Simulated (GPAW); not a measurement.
# WS2 in GPAW: single point with LDA

Aim: the single point of WS2 with LDA.

All numbers are computed with GPAW 26.7.0; they aren't measurements. Logs are shortened: lines on timing, memory, paths and dates and some standing lists are left out, and cuts for length are marked. The log counts tension as positive stress, the text compression.

## (1) Starting point

The cell holds a slab with vacuum, 3 atoms: a = 3.184 Å, b = 3.184 Å, c = 16.951 Å, α = 90.00°, β = 90.00°, γ = 120.00°.

## (2) Single point, LDA

The input, run.py:

```python
from ase.dft.bandgap import bandgap
from ase.io import read, write
from ase.units import GPa
from gpaw import GPAW, PW

atoms = read('POSCAR')

calc = GPAW(mode=PW(450),
            xc='LDA',
            kpts={'size': (8, 8, 2), 'gamma': True},
            occupations={'name': 'fermi-dirac', 'width': 0.05},
            nbands=25,
            maxiter=120,
            txt='gpaw.txt')
atoms.calc = calc
energy = atoms.get_potential_energy()
forces = atoms.get_forces()
stress = atoms.get_stress()
calc.write('gs.gpw')
write('result.traj', atoms)
print(f'Energy: {energy:.6f} eV')
print('Forces (eV/A):')
print(forces.round(4))
print('Stress (GPa):', (stress / GPa).round(3))
print('Fermi level:', round(calc.get_fermi_level(), 4), 'eV')
print(f'Gap: {bandgap(calc)[0]:.4f} eV, direct: {bandgap(calc, direct=True)[0]:.4f} eV')
```

The input, POSCAR:

```
WS2
1.0
    3.1835163552      0.0000000000      0.0000000000
   -1.5917581776      2.7570060369      0.0000000000
    0.0000000000      0.0000000000     16.9505778900
W S
1 2
Direct
    0.0000000000      0.0000000000      0.0000000000
    0.3333333333      0.6666666667      0.0920005100
    0.3333333333      0.6666666667      0.9079994900
```

Potentials or basis: the program's PAW data sets (release 1.2.1) made for this functional, pw.

On the command line:

```sh
$ OMP_NUM_THREADS=1 python run.py
```

gpaw.txt:

```text
__  _  _
 | _ |_)|_||  |
 |__||  | ||/\| - 26.7.0

Input parameters:
  mode=PW(ecut=450.00000000000006),
  kpts=MonkhorstPack(size=(8, 8, 2), gamma=True),
  maxiter=120,
  nbands=25,
  occupations=Occupations(name='fermi-dirac', width=0.05),
  xc=XC(name='LDA')

Diagonalizing LCAO Hamiltonian
Converting LCAO to pw mode

         S

         S

       W

Atoms  # Å, Bohr magnetons
|   | symbol |         x |        y |         z |    initial magnetic moments |
|---|--------|-----------|----------|-----------|-----------------------------|
| 0 |      W |  0.000000 | 0.000000 |  0.000000 | ( 0.0000,  0.0000,  0.0000) |
| 1 |      S | -0.000000 | 1.838004 |  1.559462 | ( 0.0000,  0.0000,  0.0000) |
| 2 |      S | -0.000000 | 1.838004 | 15.391116 | ( 0.0000,  0.0000,  0.0000) |

Unit cell  # Å
| periodic |         x |        y |         z |   lengths |     angles |
|----------|-----------|----------|-----------|-----------|------------|
|      yes |  3.183516 | 0.000000 |  0.000000 |  3.183516 |  90.000000 |
|      yes | -1.591758 | 2.757006 |  0.000000 |  3.183516 |  90.000000 |
|      yes |  0.000000 | 0.000000 | 16.950578 | 16.950578 | 120.000000 |

Number of symmetries: 12
Symmetry operations  # r_c * U_cc + t_c -> r_c
|    | kind |            matrix            |
|----|------|------------------------------|
|  0 |  σ   |  1, 1, 0,  0,-1, 0,  0, 0, 1 |
|  1 |  C2  |  1, 1, 0,  0,-1, 0,  0, 0,-1 |
|  2 |  E   |  1, 0, 0,  0, 1, 0,  0, 0, 1 |
|  3 |  σ   |  1, 0, 0,  0, 1, 0,  0, 0,-1 |
|  4 |  C3  |  0, 1, 0, -1,-1, 0,  0, 0, 1 |
|  5 |  S3  |  0, 1, 0, -1,-1, 0,  0, 0,-1 |
|  6 |  σ   |  0,-1, 0, -1, 0, 0,  0, 0, 1 |
|  7 |  C2  |  0,-1, 0, -1, 0, 0,  0, 0,-1 |
|  8 |  σ   | -1, 0, 0,  1, 1, 0,  0, 0, 1 |
|  9 |  C2  | -1, 0, 0,  1, 1, 0,  0, 0,-1 |
| 10 |  C3  | -1,-1, 0,  1, 0, 0,  0, 0, 1 |
| 11 |  S3  | -1,-1, 0,  1, 0, 0,  0, 0,-1 |

BZ-sampling:
  Number of BZ points: 128
  Number of IBZ points: 20

  Monkhorst-Pack size: [8, 8, 2]
  Monkhorst-Pack shift: [0.0625, 0.0625, 0.25]

K-points  # in reciprocal-cell coordinates
|     |                                coordinates |     weight |
|-----|--------------------------------------------|------------|
|   0 | (  0.00000000,   0.00000000,   0.00000000) | 0.00781250 |
|   1 | (  0.00000000,   0.00000000,   0.50000000) | 0.00781250 |
|   2 | (  0.12500000,   0.00000000,   0.00000000) | 0.04687500 |
|   3 | (  0.12500000,   0.00000000,   0.50000000) | 0.04687500 |
|   4 | (  0.25000000,  -0.12500000,   0.00000000) | 0.04687500 |
|   5 | (  0.25000000,  -0.12500000,   0.50000000) | 0.04687500 |
|   6 | (  0.25000000,   0.00000000,   0.00000000) | 0.04687500 |
|   7 | (  0.25000000,   0.00000000,   0.50000000) | 0.04687500 |
|   8 | (  0.37500000,  -0.12500000,   0.00000000) | 0.09375000 |
|   9 | (  0.37500000,  -0.12500000,   0.50000000) | 0.09375000 |
| ... |                                            |            |
|  19 | (  0.50000000,   0.50000000,   0.50000000) | 0.02343750 |

Plane wave coefficients: 3287
Cutoff: 450.00000000000006 eV

Spin-components: 1 (collinear spins)
Bands:           25
Projectors:      16
Spin-degeneracy: 2
Datatype:        complex128

Parallelization:
  kpt:    1
  domain: 1
  band:   1

Density:
  Valence electrons: 26.0
  Components: 1
  Grid points: [16 16 84]
  Charge: 0.0  # |e|

Potential:
  Grid points: [16 16 84]

species:
  W:
    name:    Tungsten
    Z:       74.0
    valence: 14
    core:    60
    charge:  0.0  # [|e|]
    compensation charges:
      type: gauss
      rc: 0.40  # [Å]
      lmax: 2
    cutoffs:
      filter: 2.36  # [Å]
      core: 3.02  # [Å]
    projectors
    | kind |    occ | energy [eV] | rcut [Å] |
    |------|--------|-------------|----------|
    |   5s |  2.000 |     -79.053 |    1.344 |
    |   6s |  2.000 |      -5.886 |    1.344 |
    |   5p |  6.000 |     -43.417 |    1.355 |
    |   6p |  0.000 |      -1.469 |    1.355 |
    |   5d |  4.000 |      -4.693 |    1.228 |
    |    d |        |      22.518 |    1.228 |

    Using partial waves for W as LCAO basis

  S:
    name:    Sulfur
    Z:       16.0
    valence: 6
    core:    10
    charge:  0.0  # [|e|]
    compensation charges:
      type: gauss
      rc: 0.24  # [Å]
      lmax: 2
    cutoffs:
      filter: 1.77  # [Å]
      core: 1.66  # [Å]
    projectors
    | kind |    occ | energy [eV] | rcut [Å] |
    |------|--------|-------------|----------|
    |   3s |  2.000 |     -17.278 |    0.974 |
    |   3p |  4.000 |      -7.106 |    0.979 |
    |    s |        |       9.933 |    0.974 |
    |    p |        |      20.105 |    0.979 |
    |    d |        |       0.000 |    0.900 |

    Using partial waves for S as LCAO basis

Reference energy: -460165.274101  # eV

eigensolver:
  PPCG
  Converge bands: occupied
  niter=2

density mixing:
  MSR1-Mixer
  Pratt-step length: 0.05
  Maximum mixing coefficient: 0.75
  Old densities: 10
  SVD Regularization: 0.005
  Good broyden scale: 1.0
  Trust region scale: 1.0
  Backstep threshold: 4.0
  History deletion threshold: 6.0
  Fourier metric: weight=20.0, sigma=0.015

occupation numbers:
  Fermi-Dirac:
    width: 0.0500  # eV

poisson solver:
  ecut: 3600.0000000000005  # eV

xc functional:
  name: None

convergence criteria:
- Maximum [total energy] change in last 3 cyles: 0.0005 eV / valence electron
- Maximum integral of absolute [dens]ity change: 0.0001 electrons / valence electron
- Maximum integral of absolute [eigenst]ate change: 4e-08 eV^2 / valence electron
maximum number of iterations: 120

SCF iterations
|iter     | |      energy | eigst |  dens |
|---------|-|-------------|-------|-------|
|iter:   1| |  -25.180788 | +0.19 |       |
|iter:   2| |  -25.133220 | -1.51 | -1.18 |
|iter:   3| |  -24.864150 | -1.56 | -1.22 |
|iter:   4| |  -24.843225 | -1.97 | -1.59 |
|iter:   5| |  -24.799295 | -2.71 | -1.71 |
|iter:   6| |  -24.798852 | -3.72 | -2.15 |
|iter:   7| |  -24.798848c| -4.62 | -3.00 |
|iter:   8| |  -24.798849c| -5.43 | -3.69 |
|iter:   9| |  -24.798849c| -6.12 | -4.37c|
|iter:  10| |  -24.798849c| -6.70 | -5.08c|
|iter:  11| |  -24.798849c| -7.21 | -5.55c|
|iter:  12| |  -24.798849c| -7.63c| -6.31c|

Converged in 12 steps
Energy contributions relative to reference atoms: (reference = -460165.274101)

Energy contributions:
  Kinetic:          12.041475
  Coulomb:         -14.506853
  Zero:              0.003382
  External:          0.000000
  Xc:              -22.336854
  Entropy:          -0.000000
  Spinorbit:         0.000000
  ----------------------------
  Free energy:     -24.798849
  Extrapolated:    -24.798849

dipole moment: (-9.449741, -8.260448, -63.247552)  # |e|*Ang

Fermi level: -0.026
Eigenvalues  # (at kpt = [0.000, 0.000, 0.000])
| band index |      eig [eV] | occ [0-2] |
|------------|---------------|-----------|
|          0 |       -74.767 |     2.000 |
|        ... |               |           |
|          5 |       -14.020 |     2.000 |
|          6 |        -7.308 |     2.000 |
|          7 |        -3.892 |     2.000 |
|          8 |        -3.892 |     2.000 |
|          9 |        -3.054 |     2.000 |
|         10 |        -2.642 |     2.000 |
[... 8 lines left out ...]
|         19 |         4.710 |     0.000 |
|         20 |         5.848 |     0.000 |
|        ... |               |           |
|         24 |         9.449 |     0.000 |

Gap: 2.042 eV
Transition (v -> c):
  (s=0, k=1, n=12, [0.00, 0.00, 0.50]) -> (s=0, k=12, n=13, [0.38, 0.38, 0.00])
Direct/indirect transitions are different
Direct gap: 2.234 eV
Transition at: (s=0, k=12, n=12, [0.38, 0.38, 0.00])

Forces  # eV/Ang
|        x |        y |        z |
|----------|----------|----------|
| -0.00000 |  0.00000 |  0.00000 |  # W    0
| -0.00000 | -0.00000 | -0.45258 |  # S    1
| -0.00000 | -0.00000 |  0.45258 |  # S    2

Stress tensor  # eV/Ang^3
|        x |        y |        z |
|----------|----------|----------|
| 0.016567 | 0.000000 | 0.000000 |
| 0.000000 | 0.016567 | 0.000000 |
| 0.000000 | 0.000000 | 0.010015 |

# Writing to gs.gpw (mode='')
```

Run time: 64 s. Hardware: 1 thread of Intel Xeon at 2.50GHz (Skylake/Cascade Lake), shared host; peak memory 0.19 GiB.

Results:

```
Free energy            : -24.7988 eV
Largest force          : 0.453 eV/Å
Band gap on the k mesh : 2.04 eV, indirect (least direct gap 2.23 eV)
```

Forces on the atoms (eV/Å):
```
W    0.000  0.000  0.000
S    0.000  0.000 -0.453
S    0.000  0.000  0.453
```

Stress tensor (GPa, compression positive):
```
-2.65  0.00  0.00
 0.00 -2.65  0.00
 0.00  0.00 -1.60
```

Caveat: the cutoff is short for stress and forces, so pressures can be off by a GPa or more; spin-orbit coupling is left out, which moves the levels of the heavy elements.
